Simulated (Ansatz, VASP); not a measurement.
**Zn36HO36 (bond-centred H+ along c in ZnO) in two plane-wave programs**

One calculation is typed for both programs; each brings its own data sets. How far apart do they land? The cell is taken from a series of runs on this material, whose earlier steps may have relaxed, scaled, displaced or heated it; both programs get it as it stands.

Program: Ansatz 0.2.0. Level of theory: plane waves, with VASP 6.6.1 beside it; single point at r2SCAN. Results are calculated unless marked as measured.

**1. Set-up**

The cell holds 73 atoms: 36 Zn, 36 O and 1 H. Its edges and angles: a = 9.706 Å, b = 9.706 Å, c = 10.422 Å, α = 90.0°, β = 90.0°, γ = 120.0°. It derives from ZnO (ZnO (P6_3mc)). Nearest the centre at fractional (0.444, 0.556, 0.369): H73 at 0.09 Å, O54 at 0.99 Å, Zn17 at 2.05 Å, Zn24 at 2.47 Å, Zn20 at 2.47 Å, Zn8 at 2.48 Å, O53 at 2.69 Å, O41 at 2.69 Å. The cell carries charge +1.

**2. Ansatz: single point, r2SCAN**

Ansatz runs on its default PAW (the set named soft_2) files.

With cell and atoms fixed, the geometry can't cause a difference; cores, projectors, grids and the points listed under the comparison can.

Contents of input.yaml:

```yaml
crystal:
  lattice:
    - [9.70585879, 0.0, 0.0]
    - [-4.8529294, 8.40552028, 0.0]
    - [0.0, 0.0, 10.42205777]
  atoms:
    - { symbol: Zn, position: [0.110787661, 0.221966506, 0.250442806] }
    - { symbol: Zn, position: [0.221487253, 0.10916555, 0.001013269] }
    - { symbol: O, position: [0.222241064, 0.111875026, 0.190393313] }
    - { symbol: O, position: [0.111972172, 0.223152346, 0.440269062] }
    - { symbol: Zn, position: [0.108756519, 0.218286043, 0.749491801] }
    - { symbol: Zn, position: [0.221768636, 0.109797003, 0.499184699] }
    - { symbol: O, position: [0.221559182, 0.110554617, 0.688485231] }
    - { symbol: O, position: [0.109022195, 0.217712331, 0.938795856] }
    - { symbol: Zn, position: [0.110870902, 0.556228269, 0.250424356] }
    - { symbol: Zn, position: [0.208510432, 0.43731596, -0.008996293] }
    - { symbol: O, position: [0.218072715, 0.442560716, 0.185633826] }
    - { symbol: O, position: [0.112030897, 0.555069205, 0.440208823] }
    - { symbol: Zn, position: [0.108771978, 0.557890621, 0.74944362] }
    - { symbol: Zn, position: [0.208232787, 0.437137497, 0.510385266] }
    - { symbol: O, position: [0.222486436, 0.444849051, 0.697746839] }
    - { symbol: O, position: [0.109135935, 0.557644168, 0.938731567] }
    - { symbol: Zn, position: [0.110807161, 0.889098188, 0.249137463] }
    - { symbol: Zn, position: [0.221522563, 0.778454612, 0.001002495] }
    - { symbol: O, position: [0.222289422, 0.777612238, 0.190408397] }
    - { symbol: O, position: [0.11116077, 0.888704475, 0.438634135] }
    - { symbol: Zn, position: [0.110780355, 0.889068836, 0.749881214] }
    - { symbol: Zn, position: [0.221819403, 0.778032759, 0.499120513] }
    - { symbol: O, position: [0.221596942, 0.778260981, 0.688411026] }
    - { symbol: O, position: [0.111178953, 0.888735952, 0.93936325] }
    - { symbol: Zn, position: [0.443607297, 0.221989301, 0.250384866] }
    - { symbol: Zn, position: [0.556439954, 0.111341585, 0.001576587] }
    - { symbol: O, position: [0.555031938, 0.111207236, 0.190835179] }
    - { symbol: O, position: [0.444687534, 0.223266974, 0.440165554] }
    - { symbol: Zn, position: [0.441985996, 0.218379854, 0.749393847] }
    - { symbol: Zn, position: [0.555956259, 0.111072789, 0.498560941] }
    - { symbol: O, position: [0.556018367, 0.111687691, 0.688108408] }
    - { symbol: O, position: [0.442219314, 0.217752348, 0.938662351] }
    - { symbol: Zn, position: [0.444370386, 0.555975196, 0.172072515] }
    - { symbol: Zn, position: [0.562589097, 0.437351477, -0.008930728] }
    - { symbol: O, position: [0.55730799, 0.4426591, 0.185548586] }
    - { symbol: O, position: [0.444220389, 0.555318226, 0.463160283] }
    - { symbol: Zn, position: [0.444119931, 0.555744287, 0.757808791] }
    - { symbol: Zn, position: [0.562505427, 0.437351729, 0.510173038] }
    - { symbol: O, position: [0.5549886, 0.444916546, 0.697480696] }
    - { symbol: O, position: [0.444564137, 0.555483243, 0.953501964] }
    - { symbol: Zn, position: [0.443680529, 0.889152766, 0.250388296] }
    - { symbol: Zn, position: [0.56267093, 0.791545241, -0.009115766] }
    - { symbol: O, position: [0.557513544, 0.782212255, 0.185492908] }
    - { symbol: O, position: [0.444761843, 0.887804105, 0.440164607] }
    - { symbol: Zn, position: [0.441996442, 0.891096446, 0.749360173] }
    - { symbol: Zn, position: [0.562534587, 0.791291926, 0.51016168] }
    - { symbol: O, position: [0.554987997, 0.777341334, 0.697604017] }
    - { symbol: O, position: [0.442289166, 0.890881003, 0.938654528] }
    - { symbol: Zn, position: [0.777439584, 0.222500879, 0.249738347] }
    - { symbol: Zn, position: [0.88858523, 0.111326735, 0.001606765] }
    - { symbol: O, position: [0.88879008, 0.111230234, 0.190864224] }
    - { symbol: O, position: [0.77778555, 0.222064665, 0.439272923] }
    - { symbol: Zn, position: [0.77740375, 0.222471742, 0.749891553] }
    - { symbol: Zn, position: [0.888725157, 0.111053355, 0.498639968] }
    - { symbol: O, position: [0.888235809, 0.111662018, 0.688203255] }
    - { symbol: O, position: [0.77783409, 0.222127898, 0.939943457] }
    - { symbol: Zn, position: [0.777953762, 0.556304203, 0.25039402] }
    - { symbol: Zn, position: [0.888662216, 0.443524188, 0.001608727] }
    - { symbol: O, position: [0.888812477, 0.444925292, 0.1908684] }
    - { symbol: O, position: [0.776576935, 0.555152548, 0.44017861] }
    - { symbol: Zn, position: [0.781493053, 0.557889944, 0.749405358] }
    - { symbol: Zn, position: [0.888748894, 0.44388991, 0.498582758] }
    - { symbol: O, position: [0.888225276, 0.443879146, 0.68812992] }
    - { symbol: O, position: [0.782208827, 0.557682736, 0.938684981] }
    - { symbol: Zn, position: [0.778003541, 0.889201965, 0.250451528] }
    - { symbol: Zn, position: [0.890745774, 0.778438969, 0.001009002] }
    - { symbol: O, position: [0.888028663, 0.77767824, 0.190392274] }
    - { symbol: O, position: [0.776652056, 0.887819387, 0.440263928] }
    - { symbol: Zn, position: [0.781518155, 0.891083108, 0.749387181] }
    - { symbol: Zn, position: [0.890078753, 0.778084356, 0.499173428] }
    - { symbol: O, position: [0.889322016, 0.778305397, 0.688468439] }
    - { symbol: O, position: [0.782286721, 0.890950537, 0.93870302] }
    - { symbol: H, position: [0.443510031, 0.55499025, 0.377618979] }
total_charge: 1
basis:
  ecutwfc: 500
  xc_grid: 2
hamiltonian:
  xc: r2scan
kpoints:
  mp_grid: { grid: [1, 1, 1], shift: [0.25, 0.25, 0.25] }
scf:
  occupations: { method: fermi_dirac, width: 0.01 }
  max_iter: 120
output:
  forces: true
checkpoint:
  read: "../relax.run"
```

Command:

```sh
> ansatz run input.yaml --threads 2 --pin off --max-ram 4710MiB --backend cpu --events-out ev --progress --plain --runs-dir out
```

Numbers of over 12 decimals in the logs are rounded to 6 here.

Log:

```text
Warning: checkpoint.read: the run can stay near the saved state's solution: 3 site(s) moved relative to the saved geometry (max |Δs| = 6.624e-3 fractional); the SCF starts from the saved state under `checkpoint.density_extrapolation: transplant`, in force with no word given; its orbitals are not used off its sites. A run without `checkpoint.read` takes nothing of the state. A lower free energy from it at the same positions (and U, V and field ramp, if any) shows a solution that this start missed, and an equal or higher one rules none out (checkpoint.read, Limitations, in the input reference)
Engine: ansatz 0.2.0, aarch64-unknown-linux-gnu
Pseudopotentials: kind: paw
Pseudopotential: Zn, paw, valence charge 12, recommended cutoff 500 eV (meta_gga), Zn.paw.azcp
Pseudopotential: O, paw, valence charge 6, recommended cutoff 500 eV (meta_gga), O.paw.azcp
Pseudopotential: H, paw, valence charge 1, recommended cutoff 500 eV (meta_gga), H.paw.azcp
Functional definition: r2SCAN
  parameter k0 = 0.174
  parameter k1 = 0.065
  parameter a1 = 4.9479
  exchange = r2scan_x(k0 = k0, k1 = k1, a1 = a1)
  correlation = r2scan_c
Crystal: 73 atoms, lattice volume = 850.261 Å³
Basis set: ecut = 500 eV, 21585 PW (Γ), exchange–correlation on 144×144×160 points (8 copies of the dense FFT grid, shifted against one another)
Bands: 397, of which v1, the nominal top of the filled ones, is band 324 counted from 1 (323 counted from 0)
Symmetry: 1 space group operations
Space group: P1 (ITA 1), of the structure as read, at distance tolerance 9.5e-5 Å
k-points: 1
Non-local potential: Zn, projectors of the file, l = 0: 2, l = 1: 2, l = 2: 3, l = 3: 1
Non-local potential: O, projectors of the file, l = 0: 2, l = 1: 2, l = 2: 1
Non-local potential: H, projectors of the file, l = 0: 2, l = 1: 1
PAW form: soft (Blöchl's): semilocal exchange-correlation on the pseudo side does not see the compensation charge
PAW frozen core: Zn, regenerated for the run's functional (the file was generated under x = pbe(κ = 0.804, μ = 0.219515), c = pbe(β = 0.066725))
PAW frozen core: O, regenerated for the run's functional (the file was generated under x = pbe(κ = 0.804, μ = 0.219515), c = pbe(β = 0.066725))
PAW one-centre angular grid: Zn, 590 points (default); XC on 261 of its mesh's 2673 points in the sphere
PAW one-centre angular grid: O, 302 points (default); XC on 160 Gauss nodes
PAW one-centre angular grid: H, 302 points (default); XC on 160 Gauss nodes
Initial density: read from a saved state, or passed on in memory by an earlier SCF of this step, an earlier step, the calling program or the single point that the run made first, carried with its atoms to this geometry
Initial wavefunctions: pseudopotential atomic-orbital guess
Functional: x = r2scan, c = r2scan; τ floored in thin density (d = 2e-4 eV/Å³)
iter 1 solved again at ethr=1.08e-5 eV; its pass at ethr=3.10e-3 eV (dr2=6.98e-2 eV) is discarded
SCF iter   1: F=—  HF=-140241.529542 eV  |F-HF|=—  |Δ(HF+E_count)|=         —  Δρ=3.64e-3  dr2=6.48e-2  dr2_τ=1.73e-2  ethr=1.08e-5  ⟨swp⟩=5.0  Hψ=2389  notcnv=0
preconditioner: auto → Resta (q_TF=auto, 2.608 Å⁻¹)  ε∞=6.7  [insulator: Δε(μ)=2.788 eV  Ē_g=13.531 eV  σ=0.010 eV  W_gap=1.00  n_scr=242 (ndim 8)  ℏωp=32.4 eV  f_vac=0.040  D(μ)=0.00/eV (n_scr^D=0)  ε∞_Penn≈6.7]
SCF iter   2: F=—  HF=-140241.515766 eV  |F-HF|=—  |Δ(HF+E_count)|=   1.38e-2  Δρ=1.37e-3  dr2=4.90e-3  dr2_τ=1.94e-3  ethr=1.00e-5  ⟨swp⟩=3.0  Hψ=1152  notcnv=0
SCF iter   3: F=—  HF=-140241.515348 eV  |F-HF|=—  |Δ(HF+E_count)|=   4.18e-4  Δρ=5.72e-4  dr2=9.14e-4  dr2_τ=1.37e-4  ethr=7.56e-7  ⟨swp⟩=3.0  Hψ=762  notcnv=0
SCF iter   4: F=—  HF=-140241.515244 eV  |F-HF|=—  |Δ(HF+E_count)|=   1.04e-4  Δρ=9.10e-5  dr2=5.12e-5  dr2_τ=1.99e-6  ethr=1.41e-7  ⟨swp⟩=3.0  Hψ=674  notcnv=0
SCF iter   5: F=—  HF=-140241.515882 eV  |F-HF|=—  |Δ(HF+E_count)|=   6.39e-4  Δρ=3.44e-5  dr2=1.62e-5  dr2_τ=4.10e-7  ethr=7.91e-9  ⟨swp⟩=2.0  Hψ=721  notcnv=0
SCF iter   6: F=—  HF=-140241.515883 eV  |F-HF|=—  |Δ(HF+E_count)|=   4.46e-7  Δρ=1.80e-5  dr2=3.46e-6  dr2_τ=2.60e-7  ethr=2.50e-9  ⟨swp⟩=3.0  Hψ=697  notcnv=0
SCF iter   7: F=—  HF=-140241.515882 eV  |F-HF|=—  |Δ(HF+E_count)|=   3.00e-7  Δρ=6.44e-6  dr2=4.39e-7  dr2_τ=3.12e-8  ethr=5.34e-10  ⟨swp⟩=3.0  Hψ=718  notcnv=0
SCF iter   8: F=-140241.515882 eV  HF=-140241.515882 eV  |F-HF|=3.31e-8  |Δ(HF+E_count)|=   1.52e-8  Δρ=1.91e-6  dr2=4.64e-8  dr2_τ=2.56e-9  ethr=1.54e-11  ⟨swp⟩=5.0  Hψ=1493  notcnv=0
SCF 1 converged in 8 iterations: F = -140241.515882 eV  dr2 = 4.64e-8
  greatest PAW one-centre occupation: 0.987 electrons in one spin orbital (limit 2), on the Zn atom at site 9 (counted from 0), in its partial waves of l = 2
SCF converged after 8 iterations
Free energy (F): -140241.515882 eV
Harris-Foulkes:  -140241.515882 eV  (|F-HF|=3.31e-8)
Internal energy: -140241.515882 eV  (E = F + TS)
E sigma→0 (E₀):  -140241.515882 eV
Fermi energy:    8.189312 eV
--- Per-component energies (eV) ---
  E_band       = 884.561959
  E_kinetic    = 11040.185136
  E_local      = -72426.099825  (includes V_loc(G=0)·N_el)
  E_nonlocal   = 24161.644383
  E_hartree    = 29908.205051
  E_xc         = -7072.781237
  E_vxc        = -5688.343817  (∫ρ·V_xc dr)
  E_paw        = -72518.533237  (= ΣΔE_a)
  E_vpaw       = -16364.293162  (= ΣTr[D̂ρ^β])
  E_aug_tail   = 0.032686  (compensation charges beyond the density's cutoff)
  E_vtau       = 345.027764  (kinetic-family band-sum trace: ∫τ·v_τ [+ j·A + Jᵃ·Aᵃ] dr)
  E_ewald      = -53326.444691
  E_core_change = -7.724147  (= ΣΔE_core)
  E_smearing   = -0.000000  (= −TS)
  E_closure    = 0.000000  (closes the sum)
  E_deformation_potential = 14.206052  (in the stress; not in F)
  Σ components = -140241.515882   (vs F -140241.515882, Δ=0.00e0)
--- Forces (eV/Å), atoms counted from 1 ---
  atom   1  Zn    -0.00019366     0.00682170    -0.01114853
  atom   2  Zn    -0.00062838     0.00139833    -0.00152153
  atom   3  O      0.00047208    -0.00196923     0.00047814
  atom   4  O      0.00369806     0.00748658     0.00196369
  atom   5  Zn    -0.00054315    -0.00069715     0.00173815
  atom   6  Zn    -0.00018569    -0.00365959    -0.00071031
  atom   7  O      0.00037899     0.00024268    -0.00386218
  atom   8  O     -0.00023153    -0.00235069    -0.00488407
  atom   9  Zn     0.00656088    -0.00354465    -0.01165182
  atom  10  Zn     0.00342126     0.00227101     0.00521610
  atom  11  O     -0.00735850    -0.00330965     0.00385291
  atom  12  O      0.00852601    -0.00078221     0.00234166
  atom  13  Zn    -0.00079638     0.00047489     0.00189974
  atom  14  Zn    -0.01793953    -0.01026755     0.01719282
  atom  15  O      0.00259555     0.00126235    -0.01084686
  atom  16  O     -0.00208814     0.00084074    -0.00502481
  atom  17  Zn     0.00065002    -0.00034644    -0.00615749
  atom  18  Zn     0.00129349    -0.00158423    -0.00124916
  atom  19  O     -0.00225019     0.00175338     0.00030974
  atom  20  O      0.00035958     0.00001018    -0.00047605
  atom  21  Zn    -0.00034068     0.00076482     0.00100486
  atom  22  Zn    -0.00379215     0.00193720    -0.00049262
  atom  23  O      0.00073925    -0.00041290    -0.00400796
  atom  24  O      0.00005701     0.00010843    -0.00344620
[...]
atom  66  Zn    -0.00108497    -0.00116402    -0.00190972
  atom  67  O      0.00125487     0.00082940     0.00027526
  atom  68  O     -0.00421896    -0.00689122     0.00183130
  atom  69  Zn     0.00090681     0.00115946     0.00199949
  atom  70  Zn     0.00283116     0.00192712    -0.00036414
  atom  71  O     -0.00039143    -0.00030826    -0.00396454
  atom  72  O      0.00100684     0.00078715    -0.00450839
  atom  73  H     -0.02329966    -0.01165925    -4.64033627
  max |Σ_I F_I| component: 1.42e-1 eV/Å
```

The column dr2 measures how far the density is from self-consistency, as an energy; F and HF (Harris–Foulkes) agree once it is small.

[end of part 1 of 2]

[Lines on the potential files, build, host, timing and source positions are cut from VASP's logs without a mark.]

[Logs are printed without paths, hosts, clocks, repeated set-up lines and the standing remarks that a program may print on its own settings, such as how far it seeks lower states.]

[Hosts, paths, dates, database ids (printed as entryN), source tags and the programs' standing remarks are cut or masked in the printed files.]
